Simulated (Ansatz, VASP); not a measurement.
**One calculation of Os, two programs**

```
Os
1.0
     3.41566    1.97204    5.90574
    -3.41566    1.97204    5.90574
     0.00000   -3.94407    5.90574
Os
12
Direct
  0.01615 0.64348 0.01615
  0.01615 0.01615 0.64348
  0.64348 0.01615 0.01615
  0.98385 0.35652 0.98385
  0.35652 0.98385 0.98385
  0.98385 0.98385 0.35652
  0.23335 0.60856 0.23335
  0.23335 0.23335 0.60856
  0.60856 0.23335 0.23335
  0.76665 0.39144 0.76665
  0.39144 0.76665 0.76665
  0.76665 0.76665 0.39144
```

Alike in both runs: functional PBE; k mesh 3 × 3 × 3; occupations gaussian, width 0.1 eV; no spin polarisation.

Ansatz relaxed the structure, and its values are those at the end. VASP's run is a single point on that final structure, the one shown.

|  | VASP | Ansatz |
| --- | --- | --- |
| version | VASP 6.6.1 | Ansatz 0.2.0 |
| potentials or method | VASP PAW PBE potentials, release 64 (Os) | scalar-relativistic, plane waves, PAW |
| plane-wave cutoff (eV) | 520 | 420 |
| valence electrons in the cell | 96 | 192 |

```tsv
	VASP	Ansatz	Ansatz less VASP
gap on the k mesh at the Fermi level (eV)	none	none	-
pressure (GPa)	-0.7	0.0	+0.63
rms of the force components (eV/Å)	0.052	0.005	-0.0472
```

A gap of «none» marks a metal or a gap that the smearing closes. With one functional, cell and mesh, what is left measures potentials, basis and numerics. The two sets of potentials don't hold the same shells in valence.

Caveats: the k mesh is coarse (spacing up to 0.37 Å⁻¹), so the values aren't converged. The runs have no spin-orbit coupling, so splittings on Os are missing.
